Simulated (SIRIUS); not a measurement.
Moving the functional in HgTe

Space group F-43m (No. 216). a = 6.429 Å, b = 6.429 Å, c = 6.429 Å, α = 90.00°, β = 90.00°, γ = 90.00°
```
atom  site  symmetry       x       y       z
  Hg    4a      -43m  0.0000  0.0000  0.0000
  Te    4c      -43m  0.2500  0.2500  0.2500
```

Kept alike: task single point; k mesh 6 × 6 × 6; occupations fermi-dirac, width 0.05 eV; no spin polarisation. Program: SIRIUS, PseudoDojo 0.4.1 PBE standard (scalar relativistic), cutoff 1102 eV. The mesh is that of the run's cell of 2 atoms. No spin-orbit coupling.

| functional | pressure (GPa) |
| --- | --- |
| AM05 | 2.43 |
| APBE | 5.59 |
| BLYP | 7.91 |
| LDA | 0.37 |
| PBE | 4.65 |
| PBEsol | 1.94 |
| PW91 | 4.55 |
| RPBE | 6.38 |
| WC | 2.07 |
| rPW86PBE | 7.21 |
| revPBE | 5.91 |

Pressure is positive in compression; the values hold the error of the finite cutoff, so their zero can differ a little from the energy's minimum. All rows use potentials made for PBE.

Task: What does the functional change here?

Result: The pressure runs from 0.37 (LDA) to 7.91 GPa (BLYP). From PBE: AM05 -2.22; APBE +0.94; BLYP +3.26; LDA -4.28; PBEsol -2.71; PW91 -0.10; RPBE +1.73; WC -2.58; rPW86PBE +2.56; revPBE +1.26.

At this fixed cell, LDA is close to mechanical balance, while every gradient-corrected functional gives a clear outward pressure and so favours a larger volume. The solid-oriented forms AM05, PBEsol and WC stay between 1.94 and 2.43 GPa, PBE and PW91 nearly coincide, and revPBE, RPBE, rPW86PBE and BLYP push harder still.

The main cause is the gradient enhancement of exchange. It lowers the energy of inhomogeneous density, which gains weight in the bonding and interstitial regions as the atoms move apart, and thus weakens the LDA tendency to overbind. PBEsol and WC temper this enhancement at the gradients typical of solids, whereas RPBE and revPBE strengthen it where gradients are large. BLYP also differs in its correlation, which does not recover the uniform-gas limit, so its top position probably isn't an exchange effect alone.

The small LDA pressure reflects agreement with the chosen volume, not a generally better description of Hg–Te bonding. Turning these pressures into equilibrium lattice constants would also require each functional's compressibility.
